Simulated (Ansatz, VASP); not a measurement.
## MgO2 in VASP and in Ansatz

```xyz
6
Lattice="-2.1897 2.1897 2.6974 2.1897 -2.1897 2.6974 2.1897 2.1897 -2.6974" Properties=species:S:1:pos:R:3 pbc="T T T"
Mg    0.0000    0.0000    1.3487
Mg    0.0000    0.0000    4.0460
O     0.5230    2.7127    0.0000
O     1.6667   -0.5230    2.6974
O     1.6667    0.5230    0.0000
O     0.5230    1.6667    2.6974
```

Alike in both runs: functional PBEsol; k mesh 8 × 8 × 8; no spin polarisation.

Ansatz relaxed the structure, and its values are those at the end. VASP's run is a single point on that final structure, the one shown.

|  | VASP | Ansatz |
| --- | --- | --- |
| version | VASP 6.6.1 | Ansatz 0.2.0 |
| potentials or method | VASP PAW PBE potentials, release 64 (Mg, O) | scalar-relativistic, plane waves, PAW |
| plane-wave cutoff (eV) | 520 | 600 |
| occupations | gaussian, width 0.01 eV | fixed |
| valence electrons in the cell | 28 | 44 |

```tsv
	VASP	Ansatz	Ansatz less VASP
gap on the k mesh at the Fermi level (eV)	2.78	2.81	+0.033
least direct gap on the mesh (eV)	3.69	3.73	+0.035
pressure (GPa)	-0.2	0.0	+0.19
rms of the force components (eV/Å)	0.098	0.000	-0.0974
```

The two sets of potentials don't hold the same shells in valence.

Caveats: the PAW data sets were made with another functional, which shifts forces and pressure a little (VASP). A k mesh can miss the band edges.
